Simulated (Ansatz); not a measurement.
# A point defect in BaO

Level of theory: Ansatz, DFT PBE, scalar-relativistic, plane waves, PAW. Settings: 420 eV cutoff, 2×2×2 k-mesh, shifted by half a step, Gaussian smearing of 0.01 eV, no spin polarisation.

Host crystal, relaxed:

```
Ba O
1.0
     0.00000    2.78700    2.78700
     2.78700    0.00000    2.78700
     2.78700    2.78700    0.00000
Ba O
1 1
Direct
  0.00000 0.00000 0.00000
  0.50000 0.50000 0.50000
```

Supercell of 32 atoms, rows in host cell vectors: 1 1 1; 1 -3 1; 1 1 -3. Atoms relax at the host's cell, keeping the symmetry that the supercell leaves at the site. The cell is small, so energies carry finite-size errors of tenths of an eV. The host's Kohn–Sham gap is 2.10 eV. Atoms are taken from and returned to the elements' standard states.

Spin-orbit coupling is left out, which matters for the bands and energies of heavy elements.

The defect is an interstitial at (0.250, 0.250, 0.250) of the host cell.

| charge | E_f at the valence band top (eV) | moment (μB) | largest move (Å) | atoms near the site |
| --- | --- | --- | --- | --- |
| 0 | 4.20 | 0.00 | 0.64 | 4 O at 2.51 Å |

(1) Which element is it? Judge by the nearest distance in charge 0 and covalent radii.
A. Fe
B. Ba
C. O
D. Be
E. Cl

Results:

(1) B. The nearest neighbour is O at 2.51 Å, and the summed covalent radii with O are 2.81 Å for Ba, 1.62 Å for Be, 1.68 Å for Cl, 1.98 Å for Fe, 1.32 Å for O, so Ba fits best. Bonds can miss such sums by a tenth of an ångström or more.